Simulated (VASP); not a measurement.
# BeTe (F-43m) in VASP: a series of runs

Runs on BeTe. Level: PBE. Tasks: single point.

All numbers are computed with VASP 6.6.1; they aren't measurements. Logs are shortened: lines on timing, memory, paths and dates and some standing lists are left out, and cuts for length are marked.

### Step 1. The crystal as given

The structure is cubic, space group F-43m (No. 216). The conventional cell has a = 5.540 Å, b = 5.540 Å, c = 5.540 Å, α = 90.00°, β = 90.00°, γ = 90.00°. Te (site symmetry -43m) has 4 Be at 2.40 Å as nearest neighbours. Be (site symmetry -43m) has 4 Te at 2.40 Å as nearest neighbours.

### Step 2. Single point, PBE

Input file INCAR:

```
  PREC = Accurate
  ENCUT = 520
  EDIFF = 1E-6
  ISMEAR = 0
  SIGMA = 0.012
  LREAL = F
  LASPH = T
  NELM = 80
  ALGO = Normal
  ISIF = 2
  LWAVE = F
  LCHARG = T
  GGA = PE
  LELF = T
  LVHAR = T
  NBANDS = 11
```

Input file KPOINTS:

```
regular mesh
0
Gamma
  8 8 8
```

Input file POSCAR:

```
BeTe
1.0
    0.0000000000      2.7700000000      2.7700000000
    2.7700000000      0.0000000000      2.7700000000
    2.7700000000      2.7700000000      0.0000000000
Te Be
1 1
Direct
    0.7500000000      0.7500000000      0.7500000000
    0.0000000000      0.0000000000      0.0000000000
```

Potentials or basis: VASP PAW PBE potentials, release 64 (Te, Be).

Run with:

```
$ cat potpaw_PBE.64/Te/POTCAR potpaw_PBE.64/Be/POTCAR > POTCAR
$ mpirun -np 1 vasp_std > vasp.out
```

OUTCAR:

```text
PREC = Accurate
   ENCUT = 520
   EDIFF = 1E-6
   ISMEAR = 0
   LREAL = F
   LASPH = T
   NELM = 80
   ISIF = 2
   GGA = PE

 ion  position               nearest neighbor table
   1  0.750  0.750  0.750-   2 2.40   2 2.40   2 2.40   2 2.40
   2  0.000  0.000  0.000-   1 2.40   1 2.40   1 2.40   1 2.40

  LATTYP: Found a face centered cubic cell.
 ALAT       =     5.5400000000

  Lattice vectors:

 A1 = (   0.0000000000,   2.7700000000,   2.7700000000)
 A2 = (   2.7700000000,   0.0000000000,   2.7700000000)
 A3 = (   2.7700000000,   2.7700000000,   0.0000000000)

Analysis of symmetry for initial positions (statically):
=====================================================================
 Subroutine PRICEL returns:
 Original cell was already a primitive cell.

 Routine SETGRP: Setting up the symmetry group for a
 face centered cubic supercell.

 Subroutine GETGRP returns: Found 24 space group operations
 (whereof 24 operations were pure point group operations)
 out of a pool of 48 trial point group operations.

The static configuration has the point symmetry T_d .

Analysis of symmetry for dynamics (positions and initial velocities):
=====================================================================
 Subroutine PRICEL returns:
 Original cell was already a primitive cell.

 Routine SETGRP: Setting up the symmetry group for a
 face centered cubic supercell.

 Subroutine GETGRP returns: Found 24 space group operations
 (whereof 24 operations were pure point group operations)
 out of a pool of 48 trial point group operations.

The dynamic configuration has the point symmetry T_d .

 Subroutine INISYM returns: Found 24 space group operations
 (whereof 24 operations are pure point group operations),
 and found     1 'primitive' translations

----------------------------------------------------------------------------------------

                                     Primitive cell

  volume of cell :      42.5079

  direct lattice vectors                    reciprocal lattice vectors
     0.000000000  2.770000000  2.770000000    -0.180505415  0.180505415  0.180505415
     2.770000000  0.000000000  2.770000000     0.180505415 -0.180505415  0.180505415
     2.770000000  2.770000000  0.000000000     0.180505415  0.180505415 -0.180505415

  length of vectors
     3.917371568  3.917371568  3.917371568     0.312644550  0.312644550  0.312644550

  position of ions in fractional coordinates (direct lattice)
     0.750000000  0.750000000  0.750000000
     0.000000000  0.000000000  0.000000000

  ion indices of the primitive-cell ions
   primitive index   ion index
                 1           1
                 2           2

----------------------------------------------------------------------------------------

 KPOINTS: regular mesh

Automatic generation of k-mesh.
 Grid dimensions read from file:
 generate k-points for:    8    8    8

 Generating k-lattice:

  Cartesian coordinates                     Fractional coordinates (reciprocal lattice)
    -0.022563177  0.022563177  0.022563177     0.125000000  0.000000000  0.000000000
     0.022563177 -0.022563177  0.022563177     0.000000000  0.125000000  0.000000000
     0.022563177  0.022563177 -0.022563177     0.000000000  0.000000000  0.125000000

  Length of vectors
     0.039080569  0.039080569  0.039080569

  Shift w.r.t. Gamma in fractional coordinates (k-lattice)
     0.000000000  0.000000000  0.000000000

 Subroutine IBZKPT returns following result:
 ===========================================

 Found     29 irreducible k-points:

 Following reciprocal coordinates:
            Coordinates               Weight
  0.000000  0.000000  0.000000      1.000000
  0.125000  0.000000  0.000000      8.000000
  0.250000  0.000000  0.000000      8.000000
  0.375000  0.000000  0.000000      8.000000
  0.500000  0.000000  0.000000      4.000000
  0.125000  0.125000  0.000000      6.000000
[... 16 lines left out ...]
  0.500000  0.250000  0.125000     48.000000
 -0.375000  0.250000  0.125000     24.000000
 [... further k-points ...]
   k-points           NKPTS =     29   k-points in BZ     NKDIM =     29   number of bands    NBANDS=     11
   number of dos      NEDOS =    301   number of ions     NIONS =      2
   total plane-waves  NPLWV =  27000
   dimension x,y,z NGX =    30 NGY =   30 NGZ =   30
   dimension x,y,z NGXF=    60 NGYF=   60 NGZF=   60
   ions per type =               1   1
   NGX,Y,Z   is equivalent  to a cutoff of  12.73, 12.73, 12.73 a.u.
   NGXF,Y,Z  is equivalent  to a cutoff of  25.46, 25.46, 25.46 a.u.
 SYSTEM =  unknown system
   PREC   = accura    normal or accurate (medium, high low for compatibility)
   ISTART =      0    job   : 0-new  1-cont  2-samecut
   ICHARG =      2    charge: 1-file 2-atom 10-const
   ISPIN  =      1    spin polarized calculation?
   LNONCOLLINEAR =      F non collinear calculations
   LSORBIT =      F    spin-orbit coupling
   LASPH  =      T    aspherical Exc in radial PAW
   ENCUT  =  520.0 eV  38.22 Ry    6.18 a.u.   7.28  7.28  7.28*2*pi/ulx,y,z
   NELM   =     80;   NELMIN=  2; NELMDL= -5     # of ELM steps
   EDIFF  = 0.1E-05   stopping-criterion for ELM
   LREAL  =      F    real-space projection
   EDIFFG = 0.1E-04   stopping-criterion for IOM
   NSW    =      0    number of steps for IOM
   IBRION =     -1    ionic relax: 0-MD 1-quasi-New 2-CG
   NFREE  =      0    steps in history (QN), initial steepest desc. (CG)
   ISIF   =      2    stress and relaxation
   ISYM   =      2    0-nonsym 1-usesym 2-fastsym
   POTIM  = 0.5000    time-step for ionic-motion
   TEBEG  =    0.0;   TEEND  =   0.0 temperature during run
   PSTRESS=    0.0 pullay stress
   NELECT =       8.0000    total number of electrons
   NUPDOWN=      -1.0000    fix difference up-down
   EMIN   =  10.00;   EMAX   =-10.00  energy-range for DOS
   EFERMI =   0.00;   METHOD = LEGACY
   ISMEAR =     0;   SIGMA  =   0.01  broadening in eV -4-tet -1-fermi 0-gaus
   EFERMI_NEDOS =   21; number of points for ismear=-14 and -15
   IALGO  =     38    algorithm
   IMIX   =      4    mixing-type and parameters
     AMIX     =   0.40;   BMIX     =  1.00
     AMIX_MAG =   1.60;   BMIX_MAG =  1.00
  volume/ion in A,a.u.               =      21.25       143.43
  Fermi-wavevector in a.u.,A,eV,Ry     =   0.938170  1.772885 11.975354  0.880164
  Thomas-Fermi vector in A             =   2.065355
   LORBIT       =      0    0 simple, 1 ext, 2 COOP (PROOUT), +10 PAW based schemes
   GGA     = PE    functional components
   LHFCALC =     F    Hartree Fock is set to
   AEXX    =    0.0000 exact exchange contribution
   IVDW    =     0    specifies the selected vdW correction
   LEPSILON=     F    determine dielectric tensor
   LRPA    =     F    only Hartree local field effects (RPA)
 non-spin polarized calculation
 Gauss-broadening in eV      SIGMA  =   0.01
  energy-cutoff  :      520.00
  volume of cell :       42.51
 maximum number of plane-waves:      1162
 NGX is ok and might be reduce to    30
   NGX = 15   NGY = 15   NGZ = 15

 number of electron       8.0000000 magnetization

 Free energy of the ion-electron system (eV)
  ---------------------------------------------------
  ext. energy  EPLUGINS =         0.00000000
  ---------------------------------------------------
  free energy    TOTEN  =        -7.58477383 eV

  energy without entropy =       -7.58477383  energy(sigma->0) =       -7.58477383

 E-fermi :   5.7654     XC(G=0):  -9.2569

 val. band max:        5.6645348220   @ k =   0.0000   0.0000   0.0000
 cond. band min:       7.5118091133   @ k =   0.5000   0.5000   0.0000
 fundamental gap:      1.8472742913
 Fermi energy:         5.7654366039

 k-point     1 :       0.0000    0.0000    0.0000
  band No.  band energies     occupation
      1      -6.9704      2.00000
      2       5.6645      2.00000
      3       5.6645      2.00000
      4       5.6645      2.00000
      5       9.2287      0.00000
      6       9.2287      0.00000
      7       9.2287      0.00000
      8       9.8556      0.00000
      9      14.0509      0.00000
     10      16.0119      0.00000
     11      16.0119      0.00000

 k-point     2 :       0.1250    0.0000    0.0000
  band No.  band energies     occupation
      1      -6.8118      2.00000
      2       4.2841      2.00000
      3       5.4064      2.00000
      4       5.4064      2.00000
      5       9.2789      0.00000
      6       9.5980      0.00000
      7       9.5980      0.00000
      8      11.0757      0.00000
      9      14.4722      0.00000
     10      15.0172      0.00000
     11      15.0172      0.00000

 k-point     3 :       0.2500    0.0000    0.0000
  band No.  band energies     occupation
      1      -6.3713      2.00000
      2       2.1709      2.00000
      3       4.9334      2.00000
      4       4.9334      2.00000
      5       9.0906      0.00000
      6      10.1512      0.00000
      7      10.1512      0.00000
      8      12.9492      0.00000
      9      14.7394      0.00000
     10      14.7394      0.00000
     11      14.8077      0.00000

 k-point     4 :       0.3750    0.0000    0.0000
  band No.  band energies     occupation
      1      -5.8015      2.00000
      2       0.4857      2.00000
      3       4.5740      2.00000
      4       4.5740      2.00000
      5       8.9316      0.00000
      6      10.2697      0.00000
      7      10.2697      0.00000
      8      13.5354      0.00000
      9      15.7094      0.00000
     10      15.8502      0.00000
     11      15.8502      0.00000
[... 239 lines left out ...]
 k-point    22 :       0.3750    0.2500    0.1250
  band No.  band energies     occupation
      1      -6.0049      2.00000
      2       1.9282      2.00000
      3       3.2459      2.00000
      4       4.3438      2.00000
      5       9.2279      0.00000
      6      10.6821      0.00000
      7      11.0268      0.00000
      8      12.0772      0.00000
      9      14.9055      0.00000
     10      16.4272      0.00000
     11      17.0221      0.00000

 k-point    23 :       0.5000    0.2500    0.1250
  band No.  band energies     occupation
      1      -5.4953      2.00000
      2       0.7894      2.00000
      3       2.6930      2.00000
      4       3.8511      2.00000
      5       9.6986      0.00000
      6      10.4067      0.00000
      7      11.6702      0.00000
      8      12.7178      0.00000
      9      15.6531      0.00000
     10      16.2183      0.00000
     11      18.1220      0.00000

 k-point    24 :      -0.3750    0.2500    0.1250
  band No.  band energies     occupation
      1      -5.2330      2.00000
      2       0.2476      2.00000
      3       2.5866      2.00000
      4       3.6101      2.00000
      5       9.8499      0.00000
      6      10.1084      0.00000
      7      12.4872      0.00000
      8      13.5784      0.00000
      9      14.2612      0.00000
     10      17.3732      0.00000
     11      17.7599      0.00000

 [... further k-points ...]

------------------------ aborting loop because EDIFF is reached ----------------------------------------

  FORCE on cell =-STRESS in cart. coord.  units (eV):
  Direction    XX          YY          ZZ          XY          YZ          ZX
  --------------------------------------------------------------------------------------
  -------------------------------------------------------------------------------------
  Total        1.1817473      1.1817473      1.1817473      0.0000000      0.0000000      0.0000000
  in kB       44.5416102     44.5416102     44.5416102      0.0000000      0.0000000      0.0000000
  external PRESSURE =      44.5416102 kB  Pullay stress =       0.0000000 kB

 VOLUME and BASIS-vectors are now :
 -----------------------------------------------------------------------------
  energy-cutoff  :      520.00
  volume of cell :       42.51
      direct lattice vectors                 reciprocal lattice vectors
     0.000000000  2.770000000  2.770000000    -0.180505415  0.180505415  0.180505415
     2.770000000  0.000000000  2.770000000     0.180505415 -0.180505415  0.180505415
     2.770000000  2.770000000  0.000000000     0.180505415  0.180505415 -0.180505415

 POSITION                                       TOTAL-FORCE (eV/Angst)
 -----------------------------------------------------------------------------------
      4.15500      4.15500      4.15500        -0.000000     -0.000000     -0.000000
      0.00000      0.00000      0.00000         0.000000      0.000000      0.000000
 -----------------------------------------------------------------------------------
    total drift:                               -0.000000     -0.000000     -0.000000

  FREE ENERGIE OF THE ION-ELECTRON SYSTEM (eV)
  ---------------------------------------------------
  free  energy   TOTEN  =        -7.5847738278 eV

  energy  without entropy=       -7.5847738278  energy(sigma->0) =       -7.58477383
```

It took 14 s on 1 thread of Intel Xeon Platinum 8259CL at 2.50GHz (Skylake/Cascade Lake), shared host; peak memory 0.17 GiB.

What came out:

```
Free energy            : -7.5848 eV
Pressure               : 4.5 GPa
Band gap on the k mesh : 1.85 eV, indirect (least direct gap 3.56 eV)
```

Caveat: spin-orbit coupling is left out, which moves the levels of the heavy elements. A hybrid or GW would open this gap; PBE tends to underestimate it.

### Step 3. Single point, PBE

Input file INCAR:

```
SYSTEM = BeTe
  ALGO = Normal
  EDIFF = 1E-6
  ENCUT = 520
  GGA = PE
  ISIF = 2
  ISMEAR = 0
  LASPH = .TRUE.
  LCHARG = .FALSE.
  LREAL = .FALSE.
  LWAVE = .FALSE.
  NBANDS = 11
  NELM = 60
  PREC = Accurate
  SIGMA = 0.011
```

Input file KPOINTS:

```
k-points
0
G
  8 8 8
  0 0 0
```

POSCAR is that of step 2.

Potentials or basis: VASP PAW PBE potentials, release 64 (Te, Be).

Run with:

```
$ cat potpaw_PBE.64/Te/POTCAR potpaw_PBE.64/Be/POTCAR > POTCAR
$ mpirun -np 1 vasp_std > vasp.out
```

Wall time 23 s (1 thread of Intel Xeon Platinum 8259CL at 2.50GHz (Skylake/Cascade Lake), shared host); peak memory 0.17 GiB.

It converged, with:

| Item | Value |
| --- | --- |
| Free energy | -7.5848 eV |
| Pressure | 4.5 GPa |
| Band gap on the k mesh | 1.85 eV, indirect (least direct gap 3.56 eV) |

Levels at points of the mesh, in eV from the valence-band top:
```tsv
k point	band 1	band 2	band 3	band 4	band 5	band 6	band 7	band 8	band 9
(0.00, 0.00, 0.00)	-12.63	0.00	0.00	0.00	3.56	3.56	3.56	4.19	8.39
(0.50, 0.00, 0.00)	-11.16	-5.87	-1.22	-1.22	3.21	4.56	4.56	7.79	11.16
(0.50, 0.50, 0.00)	-10.62	-5.39	-2.84	-2.84	1.85	2.59	10.02	10.02	11.84
```

Caveat: spin-orbit coupling is left out, which moves the levels of the heavy elements. A k mesh can miss the band edges.
